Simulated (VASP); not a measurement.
# C (P6/mmm) in VASP: further runs, part 2 of 2

VASP 6.6.1. Earlier steps stand in the parts before.

**3. Single point, rev-vdW-DF2**

The input, INCAR:

```
  PREC = Accurate
  ENCUT = 520
  EDIFF = 1E-6
  ISMEAR = -1
  SIGMA = 0.05
  LREAL = False
  LASPH = True
  NELM = 100
  ALGO = Normal
  ISIF = 2
  LWAVE = False
  LCHARG = False
  GGA = MK
  LUSE_VDW = True
  AGGAC = 0.0
  PARAM1 = 0.1234
  PARAM2 = 0.711357
  ZAB_VDW = -1.8867
```

The input, KPOINTS:

```
regular mesh
0
Gamma
  16 16 4
```

The input, POSCAR:

```
C
1.0
    2.4610000000      0.0000000000      0.0000000000
   -1.2305000000      2.1312885187      0.0000000000
    0.0000000000      0.0000000000      6.7080000000
C
4
Direct
    0.0000000000      0.0000000000      0.2500000000
    0.3333333333      0.6666666667      0.2500000000
    0.0000000000      0.0000000000      0.7500000000
    0.3333333333      0.6666666667      0.7500000000
```

Potentials or basis: VASP PAW PBE potentials, release 64 (C).

Command:

```console
> cat potpaw_PBE.64/C/POTCAR > POTCAR
> mpirun -np 1 vasp_std > vasp.out
```

OUTCAR:

```text
PREC = Accurate
   ENCUT = 520
   EDIFF = 1E-6
   ISMEAR = -1
   LREAL = False
   LASPH = True
   NELM = 100
   ISIF = 2
   GGA = MK

 ion  position               nearest neighbor table
   1  0.000  0.000  0.250-   2 1.42   2 1.42   2 1.42
   2  0.333  0.667  0.250-   1 1.42   1 1.42   1 1.42
   3  0.000  0.000  0.750-   4 1.42   4 1.42   4 1.42
   4  0.333  0.667  0.750-   3 1.42   3 1.42   3 1.42

  LATTYP: Found a hexagonal cell.
 ALAT       =     2.4610000000
 C/A-ratio  =     2.7257212515

[... 578 lines left out ...]
  Direction    XX          YY          ZZ          XY          YZ          ZX
  --------------------------------------------------------------------------------------
  -------------------------------------------------------------------------------------
  Total        0.4117199      0.4117199      0.5040028      0.0000000     -0.0000000     -0.0000000
  in kB       18.7484560     18.7484560     22.9507343      0.0000000     -0.0000000     -0.0000000
  external PRESSURE =      20.1492154 kB  Pullay stress =       0.0000000 kB

 VOLUME and BASIS-vectors are now :
 -----------------------------------------------------------------------------
  energy-cutoff  :      520.00
  volume of cell :       35.18
      direct lattice vectors                 reciprocal lattice vectors
     2.461000000  0.000000000  0.000000000     0.406338887  0.234599866  0.000000000
    -1.230500000  2.131288519  0.000000000     0.000000000  0.469199731  0.000000000
     0.000000000  0.000000000  6.708000000     0.000000000  0.000000000  0.149075730

 POSITION                                       TOTAL-FORCE (eV/Angst)
 -----------------------------------------------------------------------------------
      0.00000      0.00000      1.67700        -0.000000     -0.000000      0.000000
     -0.00000      1.42086      1.67700         0.000000     -0.000000      0.000000
      0.00000      0.00000      5.03100        -0.000000      0.000000      0.000000
     -0.00000      1.42086      5.03100         0.000000      0.000000      0.000000
 -----------------------------------------------------------------------------------
    total drift:                                0.000000     -0.000000     -0.000000

  FREE ENERGIE OF THE ION-ELECTRON SYSTEM (eV)
  ---------------------------------------------------
  free  energy   TOTEN  =       -33.0998753641 eV

  energy  without entropy=      -33.0986860323  energy(sigma->0) =      -33.09928070

Total vdW correction in eV:      2.1324558
```

OSZICAR:

```text
N       E                     dE             d eps       ncg     rms          rms(c)
DAV:   1     0.520694243108E+02    0.52069E+02   -0.82791E+03  2176   0.122E+03
DAV:   2    -0.317251792770E+02   -0.83795E+02   -0.77166E+02  2988   0.230E+02
DAV:   3    -0.354785770762E+02   -0.37534E+01   -0.37177E+01  2768   0.492E+01
DAV:   4    -0.355244434805E+02   -0.45866E-01   -0.45803E-01  2708   0.630E+00
DAV:   5    -0.355254964092E+02   -0.10529E-02   -0.10526E-02  2712   0.923E-01    0.903E+00
DAV:   6    -0.336768516827E+02    0.18486E+01   -0.19032E+00  2500   0.946E+00    0.524E+00
DAV:   7    -0.330958098049E+02    0.58104E+00   -0.21374E+00  2476   0.101E+01    0.138E+00
DAV:   8    -0.331002934013E+02   -0.44836E-02   -0.58651E-02  2460   0.174E+00    0.149E-01
DAV:   9    -0.330998163300E+02    0.47707E-03   -0.17431E-03  2680   0.329E-01    0.661E-02
DAV:  10    -0.330998781598E+02   -0.61830E-04   -0.15788E-04  2660   0.107E-01    0.417E-02
DAV:  11    -0.330998753306E+02    0.28293E-05   -0.39618E-06  2756   0.188E-02    0.155E-03
DAV:  12    -0.330998753641E+02   -0.33492E-07   -0.95452E-08  1816   0.302E-03
   1 F= -.33099875E+02 E0= -.33099281E+02  d E =-.118933E-02
```

stdout:

```text
POSCAR found type information on POSCAR C
 POSCAR found :  1 types and       4 ions
 scaLAPACK will be used
 -----------------------------------------------------------------------------
|                                                                             |
|                                                                             |
|     You have switched on vdW-DFT.                                           |
[... 15 lines left out ...]
|                                                                             |
 -----------------------------------------------------------------------------

 LDA part: xc-table for (Slater+PW92), standard interpolation
 POSCAR, INCAR and KPOINTS ok, starting setup
 FFT: planning ... GRIDC
 FFT: planning ... GRID_SOFT
 FFT: planning ... GRID
 WAVECAR not read
 entering main loop
```

It took 32 s on 1 thread of Intel Xeon Platinum 8559C (Emerald Rapids), shared host; peak memory 0.29 GiB.

Results:

| Property | Result |
| --- | --- |
| Free energy | -33.0999 eV |
| Pressure | 2.0 GPa |
| Band gap on the k mesh | 0.17 eV |

Stress tensor (GPa, compression positive):
```
1.87 0.00 0.00
0.00 1.87 0.00
0.00 0.00 2.30
```

Caveat: the PAW data sets were made with another functional, which shifts forces and pressure a little.

**4. Single point, SCAN**

The input, INCAR:

```
  PREC = Accurate
  ENCUT = 520
  EDIFF = 1E-6
  ISMEAR = -1
  SIGMA = 0.05
  LREAL = False
  LASPH = True
  NELM = 100
  ALGO = Normal
  ISIF = 2
  LWAVE = False
  LCHARG = False
  METAGGA = SCAN
  LMIXTAU = True
```

KPOINTS is that of step 3.

POSCAR is that of step 3.

Potentials or basis: VASP PAW PBE potentials, release 64 (C).

Command:

```console
> cat potpaw_PBE.64/C/POTCAR > POTCAR
> mpirun -np 1 vasp_std > vasp.out
```

OUTCAR:

```text
PREC = Accurate
   ENCUT = 520
   EDIFF = 1E-6
   ISMEAR = -1
   LREAL = False
   LASPH = True
   NELM = 100
   ISIF = 2
   METAGGA = SCAN

 ion  position               nearest neighbor table
   1  0.000  0.000  0.250-   2 1.42   2 1.42   2 1.42
   2  0.333  0.667  0.250-   1 1.42   1 1.42   1 1.42
   3  0.000  0.000  0.750-   4 1.42   4 1.42   4 1.42
   4  0.333  0.667  0.750-   3 1.42   3 1.42   3 1.42

  LATTYP: Found a hexagonal cell.
 ALAT       =     2.4610000000
[... 577 lines left out ...]
  FORCE on cell =-STRESS in cart. coord.  units (eV):
  Direction    XX          YY          ZZ          XY          YZ          ZX
  --------------------------------------------------------------------------------------
  -------------------------------------------------------------------------------------
  Total       -1.0362090     -1.0362090      0.8786774      0.0000000      0.0000000      0.0000000
  in kB      -47.1857671    -47.1857671     40.0122647      0.0000000      0.0000000      0.0000000
  external PRESSURE =     -18.1197565 kB  Pullay stress =       0.0000000 kB

 VOLUME and BASIS-vectors are now :
 -----------------------------------------------------------------------------
  energy-cutoff  :      520.00
  volume of cell :       35.18
      direct lattice vectors                 reciprocal lattice vectors
     2.461000000  0.000000000  0.000000000     0.406338887  0.234599866  0.000000000
    -1.230500000  2.131288519  0.000000000     0.000000000  0.469199731  0.000000000
     0.000000000  0.000000000  6.708000000     0.000000000  0.000000000  0.149075730

 POSITION                                       TOTAL-FORCE (eV/Angst)
 -----------------------------------------------------------------------------------
      0.00000      0.00000      1.67700        -0.000000      0.000000      0.000000
     -0.00000      1.42086      1.67700         0.000000      0.000000     -0.000000
      0.00000      0.00000      5.03100         0.000000      0.000000      0.000000
     -0.00000      1.42086      5.03100         0.000000      0.000000     -0.000000
 -----------------------------------------------------------------------------------
    total drift:                                0.000000     -0.000000     -0.000000

  FREE ENERGIE OF THE ION-ELECTRON SYSTEM (eV)
  ---------------------------------------------------
  free  energy   TOTEN  =       -40.3112247220 eV

  energy  without entropy=      -40.3101344179  energy(sigma->0) =      -40.31067957
```

stdout:

```text
POSCAR found type information on POSCAR C
 POSCAR found :  1 types and       4 ions
 scaLAPACK will be used
 -----------------------------------------------------------------------------
|                                                                             |
|                                                                             |
|     You enforced a specific xc type in the INCAR file but a different       |
|     I HOPE YOU KNOW WHAT YOU ARE DOING!                                     |
|                                                                             |
 -----------------------------------------------------------------------------

 LDA part: xc-table for (None), standard interpolation
 POSCAR, INCAR and KPOINTS ok, starting setup
 FFT: planning ... GRIDC
 FFT: planning ... GRID_SOFT
 FFT: planning ... GRID
 WAVECAR not read
 entering main loop
```

Run time: 2 min. Hardware: 1 thread of Intel Xeon Platinum 8559C (Emerald Rapids), shared host; peak memory 0.15 GiB.

Results:

| Item | Value |
| --- | --- |
| Free energy | -40.3112 eV |
| Pressure | -1.8 GPa |
| Band gap on the k mesh | 0.14 eV |

Stress tensor (GPa, compression positive):
```
-4.72  0.00  0.00
 0.00 -4.72  0.00
 0.00  0.00  4.00
```

Caveat: the PAW data sets were made with another functional, which shifts forces and pressure a little. A k mesh can miss the band edges.

**5. Single point, SCAN+rVV10**

Changes to INCAR since step 4:

```diff
@@ -14 +14,5 @@
   LMIXTAU = True
+  LUSE_VDW = True
+  IVDW_NL = 2
+  BPARAM = 15.7
+  CPARAM = 0.0093
```

KPOINTS is that of step 4.

POSCAR is that of step 4.

Command:

```console
> cat potpaw_PBE.64/C/POTCAR > POTCAR
> mpirun -np 1 vasp_std > vasp.out
```

Wall time 2.1 min (1 thread of Intel Xeon Platinum 8559C (Emerald Rapids), shared host); peak memory 0.23 GiB.

Results (log left out):

```yaml
Free_energy: -40.0996 eV
Pressure: -2.2 GPa
Band_gap_on_the_k_mesh: 0.15 eV
```

Stress tensor (GPa, compression positive):
```
-4.75  0.00  0.00
 0.00 -4.75  0.00
 0.00  0.00  2.91
```

Levels at points of the mesh, in eV from the valence-band top:
| k point | band 4 | band 5 | band 6 | band 7 | band 8 | band 9 | band 10 | band 11 | band 12 |
| --- | --- | --- | --- | --- | --- | --- | --- | --- | --- |
| (0.00, 0.00, 0.00) | -6.94 | -3.35 | -3.35 | -3.32 | -3.32 | 4.17 | 8.86 | 8.86 | 8.97 |
| (0.50, 0.00, 0.00) | -13.89 | -6.86 | -6.80 | -3.22 | -1.68 | 0.87 | 2.83 | 7.59 | 8.02 |
| (0.00, 0.00, 0.50) | -8.08 | -3.33 | -3.33 | -3.33 | -3.33 | 6.96 | 6.96 | 8.92 | 8.92 |
| (0.50, 0.00, 0.50) | -13.99 | -6.83 | -6.83 | -2.50 | -2.50 | 1.73 | 1.73 | 7.80 | 7.80 |

Caveat: the PAW data sets were made with another functional, which shifts forces and pressure a little.

**6. Single point, r2SCAN**

Changes to INCAR since step 5:

```diff
@@ -12,7 +12,3 @@
   LCHARG = False
-  METAGGA = SCAN
+  METAGGA = R2SCAN
   LMIXTAU = True
-  LUSE_VDW = True
-  IVDW_NL = 2
-  BPARAM = 15.7
-  CPARAM = 0.0093
```

KPOINTS is that of step 5.

POSCAR is that of step 5.

Potentials or basis: VASP PAW PBE potentials, release 64 (C).

Command:

```console
> cat potpaw_PBE.64/C/POTCAR > POTCAR
> mpirun -np 1 vasp_std > vasp.out
```

It took 1.7 min on 1 thread of Intel Xeon Platinum 8559C (Emerald Rapids), shared host; peak memory 0.15 GiB.

Results (log left out):

| Quantity | Value |
| --- | --- |
| Free energy | -39.6835 eV |
| Pressure | -0.1 GPa |
| Band gap on the k mesh | 0.12 eV |

Stress tensor (GPa, compression positive):
```
-2.34  0.00  0.00
 0.00 -2.34  0.00
 0.00  0.00  4.31
```

Levels at points of the mesh, in eV from the valence-band top:
```
           k point  band 5  band 6  band 7  band 8  band 9  band 10  band 11  band 12
(0.00, 0.00, 0.00)   -3.21   -3.21   -3.17   -3.17    4.46     8.66     8.66     8.77
(0.50, 0.00, 0.00)   -6.81   -6.75   -3.23   -1.71    0.91     2.82     7.52     7.93
(0.00, 0.00, 0.50)   -3.19   -3.19   -3.19   -3.19    7.24     7.24     8.71     8.71
(0.50, 0.00, 0.50)   -6.78   -6.78   -2.52   -2.52    1.76     1.76     7.72     7.72
```

Caveat: the PAW data sets were made with another functional, which shifts forces and pressure a little.

**7. Single point, r2SCAN+rVV10**

Changes to INCAR since step 6:

```diff
@@ -14 +14,5 @@
   LMIXTAU = True
+  LUSE_VDW = True
+  IVDW_NL = 2
+  BPARAM = 11.95
+  CPARAM = 0.0093
```

KPOINTS is that of step 6.

POSCAR is that of step 6.

Command:

```console
> cat potpaw_PBE.64/C/POTCAR > POTCAR
> mpirun -np 1 vasp_std > vasp.out
```

It took 2 min on 1 thread of Intel Xeon Platinum 8559C (Emerald Rapids), shared host; peak memory 0.23 GiB.

The run converged. Its results:

```
Free energy            : -39.3680 eV
Pressure               : -0.7 GPa
Band gap on the k mesh : 0.14 eV
```

Stress tensor (GPa, compression positive):
```
-2.41  0.00  0.00
 0.00 -2.41  0.00
 0.00  0.00  2.58
```

Levels at points of the mesh, in eV from the valence-band top:
| k point | band 5 | band 6 | band 7 | band 8 | band 9 | band 10 | band 11 | band 12 |
| --- | --- | --- | --- | --- | --- | --- | --- | --- |
| (0.00, 0.00, 0.00) | -3.19 | -3.19 | -3.15 | -3.15 | 4.33 | 8.66 | 8.66 | 8.78 |
| (0.50, 0.00, 0.00) | -6.80 | -6.74 | -3.23 | -1.69 | 0.89 | 2.83 | 7.51 | 7.94 |
| (0.00, 0.00, 0.50) | -3.17 | -3.17 | -3.17 | -3.17 | 7.13 | 7.13 | 8.72 | 8.72 |
| (0.50, 0.00, 0.50) | -6.77 | -6.77 | -2.51 | -2.51 | 1.75 | 1.75 | 7.72 | 7.72 |

Caveat: the PAW data sets were made with another functional, which shifts forces and pressure a little. A k mesh can miss the band edges.

**8. Overview**

| level | gap on the mesh (eV) | pressure (GPa) |
| --- | --- | --- |
| optB86b-vdW | 0.16 | 2.6 |
| rev-vdW-DF2 | 0.17 | 2.0 |
| SCAN | 0.14 | -1.8 |
| SCAN+rVV10 | 0.15 | -2.2 |
| r2SCAN | 0.12 | -0.1 |
| r2SCAN+rVV10 | 0.14 | -0.7 |

Alike in all rows: task single point; potentials or basis VASP PAW PBE potentials, release 64 (C); no spin polarisation; cell as given; k mesh 16 × 16 × 4; cutoff (eV) 520; smearing fermi-dirac 0.05 eV.

On the cell as given the gap runs from 0.12 eV (r2SCAN) to 0.17 eV (rev-vdW-DF2). The pressure there spans -2.2 GPa (SCAN+rVV10) to 2.6 GPa (optB86b-vdW); a positive pressure means that this level wants a larger cell, a negative one a smaller.

Caveats: the PAW data sets were made with another functional, which shifts forces and pressure a little.

Total energies depend on the potentials used, so only differences within one code and one set of settings carry meaning.
